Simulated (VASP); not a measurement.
# EuO (Fm-3m) in VASP: notebook, part 2 of 2

VASP 6.6.1. Earlier steps stand in the parts before.

### 4 Single point, PBE, collinear spin, ferromagnetic start (16.52 Å³/atom)

This run uses another cell than the first one, of 16.52 Å³/atom.

The input, INCAR:

```
SYSTEM = EuO
PREC     = Accurate       ! precision mode
ENCUT    = 600            ! plane-wave cutoff, eV
EDIFF    = 1E-6           ! SCF threshold, eV
ISMEAR   = 0              ! smearing method
SIGMA    = 0.05           ! smearing width, eV
LREAL    = .False.        ! projectors in reciprocal space
LASPH    = .True.         ! aspherical terms in the spheres
NELM     = 200            ! most SCF steps
ALGO     = Normal         ! electronic algorithm
ISIF     = 2              ! what is computed and relaxed
LWAVE    = .False.        ! write WAVECAR
LCHARG   = .False.        ! write CHGCAR
ISPIN    = 2              ! spin polarisation
MAGMOM   = 7.24 0         ! initial moments
LORBIT   = 11             ! projections on sites
LMAXMIX  = 6              ! l up to which the mixer works
GGA      = PE             ! functional
NBANDS   = 22             ! bands
GGA_COMPAT= .False.
```

The input, KPOINTS:

```
regular mesh
0
Gamma
  12 12 12
  0 0 0
```

The input, POSCAR:

```
EuO
1.0
    0.0000000000      2.5470532104      2.5470532104
    2.5470532104      0.0000000000      2.5470532104
    2.5470532104      2.5470532104      0.0000000000
Eu O
1 1
Direct
    0.0000000000      0.0000000000      0.0000000000
    0.5000000000      0.5000000000      0.5000000000
```

Potentials or basis: VASP PAW PBE potentials, release 64 (Eu, O).

The run is started by

```console
$ cat potpaw_PBE.64/Eu/POTCAR potpaw_PBE.64/O/POTCAR > POTCAR
$ mpirun -np 1 vasp_std > vasp.out
```

OUTCAR:

```text
SYSTEM = EuO
   PREC = Accurate
   ENCUT = 600
   EDIFF = 1E-6
   ISMEAR = 0
   LREAL = .False.
   LASPH = .True.
   NELM = 200
   ISIF = 2
   ISPIN = 2
   LORBIT = 11
   GGA = PE

 ion  position               nearest neighbor table
   1  0.000  0.000  0.000-   2 2.55   2 2.55   2 2.55   2 2.55   2 2.55   2 2.55
   2  0.500  0.500  0.500-   1 2.55   1 2.55   1 2.55   1 2.55   1 2.55   1 2.55

  LATTYP: Found a face centered cubic cell.
 ALAT       =     5.0941064208

  Lattice vectors:

 A1 = (   0.0000000000,   2.5470532104,   2.5470532104)
 A2 = (   2.5470532104,   0.0000000000,   2.5470532104)
 A3 = (   2.5470532104,   2.5470532104,   0.0000000000)

Analysis of symmetry for initial positions (statically):
=====================================================================
 Subroutine PRICEL returns:
 Original cell was already a primitive cell.

[... 802 lines left out ...]
      4     -12.6941      1.00000
      5     -12.6941      1.00000
      6       1.0127      1.00000
[... 589 lines left out ...]
     21      14.9405      0.00000
     22      16.1412      0.00000

 [... further k-points ...]

------------------------ aborting loop because EDIFF is reached ----------------------------------------

  FORCE on cell =-STRESS in cart. coord.  units (eV):
  Direction    XX          YY          ZZ          XY          YZ          ZX
  --------------------------------------------------------------------------------------
  -------------------------------------------------------------------------------------
  Total       -0.4292731     -0.4292731     -0.4292731      0.0000000      0.0000000     -0.0000000
  in kB      -20.8113491    -20.8113491    -20.8113491      0.0000000      0.0000000     -0.0000000
  external PRESSURE =     -20.8113491 kB  Pullay stress =       0.0000000 kB

 VOLUME and BASIS-vectors are now :
 -----------------------------------------------------------------------------
  energy-cutoff  :      600.00
  volume of cell :       33.05
      direct lattice vectors                 reciprocal lattice vectors
     0.000000000  2.547053210  2.547053210    -0.196305282  0.196305282  0.196305282
     2.547053210  0.000000000  2.547053210     0.196305282 -0.196305282  0.196305282
     2.547053210  2.547053210  0.000000000     0.196305282  0.196305282 -0.196305282

 POSITION                                       TOTAL-FORCE (eV/Angst)
 -----------------------------------------------------------------------------------
      0.00000      0.00000      0.00000         0.000000      0.000000      0.000000
      2.54705      2.54705      2.54705        -0.000000     -0.000000     -0.000000
 -----------------------------------------------------------------------------------
    total drift:                                0.000000      0.000000      0.000000

  FREE ENERGIE OF THE ION-ELECTRON SYSTEM (eV)
  ---------------------------------------------------
  free  energy   TOTEN  =       -22.0392214302 eV

  energy  without entropy=      -22.0377857370  energy(sigma->0) =      -22.03850358

 total charge

# of ion       s       p       d       f       tot
--------------------------------------------------
    1        2.032   5.766   0.412   6.608  14.817
    2        1.552   3.403   0.000   0.000   4.955
--------------------------------------------------
tot          3.584   9.170   0.412   6.608  19.773

 magnetization (x)

# of ion       s       p       d       f       tot
--------------------------------------------------
    1       -0.012  -0.105   0.147   6.553   6.583
    2       -0.004  -0.093   0.000   0.000  -0.097
--------------------------------------------------
tot         -0.016  -0.198   0.147   6.553   6.486
```

OSZICAR:

```text
N       E                     dE             d eps       ncg     rms          rms(c)
DAV:   1     0.156082231339E+03    0.15608E+03   -0.95694E+03  8798   0.540E+03
DAV:   2     0.548535817843E+00   -0.15553E+03   -0.13454E+03  8672   0.434E+02
DAV:   3    -0.185804043756E+02   -0.19129E+02   -0.18621E+02  8718   0.123E+02
DAV:   4    -0.209453047034E+02   -0.23649E+01   -0.23397E+01 11938   0.265E+01
DAV:   5    -0.210075339189E+02   -0.62229E-01   -0.62134E-01  9898   0.637E+00    0.301E+01
DAV:   6    -0.230749034357E+02   -0.20674E+01   -0.12171E+01  9678   0.612E+01    0.260E+01
DAV:   7    -0.220063618279E+02    0.10685E+01   -0.45953E+00 10086   0.586E+01    0.173E+01
DAV:   8    -0.220481023519E+02   -0.41741E-01   -0.50658E-01  9722   0.100E+01    0.981E+00
DAV:   9    -0.220478978048E+02    0.20455E-03   -0.16789E-01 11058   0.637E+00    0.396E+00
DAV:  10    -0.220455699544E+02    0.23279E-02   -0.62623E-02 10064   0.430E+00    0.250E+00
DAV:  11    -0.220390082471E+02    0.65617E-02   -0.10995E-02 10186   0.163E+00    0.780E-01
DAV:  12    -0.220392925835E+02   -0.28434E-03   -0.18891E-03 11396   0.666E-01    0.316E-01
DAV:  13    -0.220392222655E+02    0.70318E-04   -0.80366E-04 10294   0.508E-01    0.580E-02
DAV:  14    -0.220392233216E+02   -0.10561E-05   -0.14959E-04 11242   0.168E-01    0.771E-02
DAV:  15    -0.220392214313E+02    0.18902E-05   -0.10265E-05 10284   0.304E-02    0.613E-02
DAV:  16    -0.220392214302E+02    0.11837E-08   -0.37952E-06  8040   0.321E-02
   1 F= -.22039221E+02 E0= -.22038504E+02  d E =-.143569E-02  mag=     6.9609
```

It took 2 min on 1 thread of Oxide Virtual Turin-like, shared host; peak memory 0.24 GiB.

Results:

| Quantity | Value |
| --- | --- |
| Free energy | -22.0392 eV |
| Pressure | -2.1 GPa |
| Band gap on the k mesh | zero (filled and empty bands overlap) |
| Net moment | 6.96 μB per cell |
| Site moments | Eu +6.58; O -0.10 μB |
| Valence electrons inside the program's atomic spheres | Eu 14.82; O 4.96 |

Caveat: spin-orbit coupling is left out, which moves the levels of the heavy elements; a cell with one magnetic atom can't hold antiferromagnetic order, which such compounds often take; semilocal functionals describe open f shells poorly, which spoils levels, moments and volumes. With open d or f shells a metallic result of PBE can be an artefact of self-interaction; +U or a hybrid may open a gap.

### 5 Single point, PBE, collinear spin, ferromagnetic start (16.85 Å³/atom)

This run uses another cell than the first one, of 16.85 Å³/atom.

The input, INCAR:

```
SYSTEM = EuO
PREC = Accurate
ENCUT = 600
EDIFF = 1E-6
ISMEAR = 0
SIGMA = 0.05
LREAL = .False.
LASPH = .True.
NELM = 200
ALGO = Normal
ISIF = 2
LWAVE = .False.
LCHARG = .False.
ISPIN = 2
MAGMOM = 7.26 0
LORBIT = 11
LMAXMIX = 6
GGA = PE
NBANDS = 22
GGA_COMPAT = .False.
```

The input, KPOINTS:

```
Automatic mesh
0
Gamma
  12 12 12
  0 0 0
```

The input, POSCAR:

```
EuO
1.0
    0.0000000000      2.5635929804      2.5635929804
    2.5635929804      0.0000000000      2.5635929804
    2.5635929804      2.5635929804      0.0000000000
Eu O
1 1
Direct
    0.0000000000      0.0000000000      0.0000000000
    0.5000000000      0.5000000000      0.5000000000
```

The run is started by

```console
$ cat potpaw_PBE.64/Eu/POTCAR potpaw_PBE.64/O/POTCAR > POTCAR
$ mpirun -np 1 vasp_std > vasp.out
```

Run time: 1.9 min. Hardware: 1 thread of Oxide Virtual Turin-like, shared host; peak memory 0.25 GiB.

It converged, with:

```
Free energy                                           : -22.0283 eV
Pressure                                              : -3.7 GPa
Band gap on the k mesh                                : zero (filled and empty bands overlap)
Net moment                                            : 6.97 μB per cell
Site moments                                          : Eu +6.59; O -0.10 μB
Valence electrons inside the program's atomic spheres : Eu 14.81; O 4.95
```

Levels at points of the mesh, in eV from the Fermi level:
Spin up:
| k point | band 11 | band 12 | band 13 | band 14 | band 15 | band 16 | band 17 | band 18 | band 19 | band 20 |
| --- | --- | --- | --- | --- | --- | --- | --- | --- | --- | --- |
| (0.00, 0.00, 0.00) | -0.24 | -0.24 | -0.24 | 0.07 | 0.07 | 0.07 | 1.63 | 1.63 | 1.63 | 3.88 |
| (0.50, 0.00, 0.00) | -0.48 | -0.27 | -0.27 | -0.26 | -0.23 | 2.25 | 4.37 | 4.37 | 4.78 | 7.68 |
| (0.50, 0.50, 0.00) | -0.39 | -0.36 | -0.36 | -0.28 | -0.03 | -0.03 | 3.44 | 5.76 | 6.62 | 6.62 |
Spin down:
```tsv
k point	band 6	band 7	band 8	band 9	band 10	band 11
(0.00, 0.00, 0.00)	-3.82	-3.82	-3.82	0.72	2.74	2.74
(0.50, 0.00, 0.00)	-5.81	-4.89	-4.89	3.07	3.69	4.15
(0.50, 0.50, 0.00)	-3.84	-3.76	-3.76	-0.25	4.17	4.27
```

Caveat: the cell stands under tension; spin-orbit coupling is left out, which moves the levels of the heavy elements; a cell with one magnetic atom can't hold antiferromagnetic order, which such compounds often take; semilocal functionals describe open f shells poorly, which spoils levels, moments and volumes. The state reached can hang on the start; a lower one may exist.

### 6 Summary

| cell | gap on the mesh (eV) | pressure (GPa) | moment (μB) |
| --- | --- | --- | --- |
| a = 3.554 Å, angles 60.0°, 2 atoms | none | 1.9 | 6.94 |
| a = 3.578 Å, angles 60.0°, 2 atoms | none | -0.2 | 6.95 |
| a = 3.602 Å, angles 60.0°, 2 atoms | none | -2.1 | 6.96 |
| a = 3.625 Å, angles 60.0°, 2 atoms | none | -3.7 | 6.97 |

Alike in all rows: task single point; level PBE; potentials or basis VASP PAW PBE potentials, release 64 (Eu, O); spin collinear, ferromagnetic start; k mesh 12 × 12 × 12; cutoff (eV) 600; smearing gaussian 0.05 eV.

Caveats: spin-orbit coupling is left out, which moves the levels of the heavy elements; a cell with one magnetic atom can't hold antiferromagnetic order, which such compounds often take; semilocal functionals describe open f shells poorly, which spoils levels, moments and volumes; the cell stands under tension (at least some runs).

Total energies depend on the potentials used, so only differences within one code and one set of settings carry meaning.

### 7 Comparison with measurements

Step 3. A measured gap of EuO is 1.115 eV (optical; 300 K; a printed reference work, monograph); the calculated 0.00 eV misses it by -1.11 eV. So large a miss can be the level of theory's own, or it may mean another phase, state or a wrong row. Spin-orbit coupling on Eu is left out. The value is that of PBE on a finite k mesh, which can miss the band edges, without temperature or zero-point motion. Semilocal functionals fall short of measured gaps as a rule. The run's magnetic order (collinear spin, ferromagnetic start) needn't be the measured crystal's.
